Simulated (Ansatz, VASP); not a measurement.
## Be2C in VASP and in Ansatz

```
Be C
1.0
     0.00000    2.16424    2.16424
     2.16424    0.00000    2.16424
     2.16424    2.16424    0.00000
Be C
2 1
Direct
  0.25000 0.25000 0.25000
  0.75000 0.75000 0.75000
  0.00000 0.00000 0.00000
```

Alike in both runs: functional PBE; k mesh 12 × 12 × 12; occupations gaussian, width 0.02 eV; no spin polarisation.

Ansatz relaxed the structure, and its values are those at the end. VASP's run is a single point on that final structure, the one shown.

|  | VASP | Ansatz |
| --- | --- | --- |
| version | VASP 6.6.1 | Ansatz 0.2.0 |
| potentials or method | VASP PAW PBE potentials, release 64 (Be, C) | scalar-relativistic, plane waves, PAW |
| plane-wave cutoff (eV) | 520 | 420 |
| valence electrons in the cell | 8 | 8 |

```tsv
	VASP	Ansatz	Ansatz less VASP
gap on the k mesh at the Fermi level (eV)	1.16	1.17	+0.013
least direct gap on the mesh (eV)	4.13	4.14	+0.009
pressure (GPa)	0.4	0.0	-0.39
```

With one functional, cell and mesh, what is left measures potentials, basis and numerics.

A k mesh can miss the band edges. Expect the measured gap to be larger: semilocal functionals such as PBE lack the derivative discontinuity.
